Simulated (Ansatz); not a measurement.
# HfO2: the cost of one run

Method: DFT PBE, scalar-relativistic, plane waves, PAW, in Ansatz 0.2.0.

6 further runs of the same task are left out: 3 that didn't finish, 3 set aside as unsound or not needed.

## 1. The system as given

Symmetry: P4_2/mnm, No. 136, tetragonal system. Conventional cell: a = 4.880 Å, b = 4.880 Å, c = 3.238 Å, α = 90.00°, β = 90.00°, γ = 90.00°. Hf (site symmetry mmm) is surrounded by 6 O at 2.10 to 2.11 Å. O (site symmetry m2m) has 3 Hf at 2.10 to 2.11 Å as nearest neighbours.

Structure file:

```
CELL_PARAMETERS angstrom
4.88037 0.00000 0.00000
0.00000 4.88037 0.00000
0.00000 0.00000 3.23768
ATOMIC_POSITIONS crystal
Hf 0.00000 0.00000 0.00000
Hf 0.50000 0.50000 0.50000
O 0.19482 0.80518 0.50000
O 0.30518 0.30518 0.00000
O 0.69482 0.69482 0.00000
O 0.80518 0.19482 0.50000
```

It goes back to an entry of the Materials Project, which need not be the stable form.

This cell was relaxed beforehand with the same method: volume 12.85 Å³/atom, gap on the mesh 3.90 eV.

## 2. Volume × 0.97

The input, input.yaml:

```yaml
crystal:
  lattice:
    - [4.8310693501, 0.0, 0.0]
    - [0.0, 4.8310693501, 0.0]
    - [0.0, 0.0, 3.2049751305]
  atoms:
    - { symbol: Hf, position: [0.0, 0.0, 0.0] }
    - { symbol: Hf, position: [0.5, 0.5, 0.5] }
    - { symbol: O, position: [0.1948153545, 0.8051846455, 0.5] }
    - { symbol: O, position: [0.3051846455, 0.3051846455, 0.0] }
    - { symbol: O, position: [0.6948153545, 0.6948153545, 0.0] }
    - { symbol: O, position: [0.8051846455, 0.1948153545, 0.5] }
basis:
  ecutwfc: 420
kpoints:
  mp_grid: { grid: [6, 6, 8] }
hamiltonian:
  xc: pbe
scf:
  occupations: { method: gaussian, width: 0.02 }
output:
  forces: true
  stress: true
  eigenvalues: true
relax:
  adjacent_minimum: "off"
  f_tol: 0.01
  max_steps: 30
  cell: { stress_tol: 0.1, fix: [volume] }
```

Run with:

```bash
$ ansatz run input.yaml --threads 1 --pin off --max-ram 2560MiB --backend cpu --events-out ev --progress --plain --runs-dir out
```

What time and memory should one allow on 1 thread of Intel Xeon Platinum 8375C at 2.90GHz (Ice Lake), shared host?

About 38 s, with a peak of 0.5 GiB.
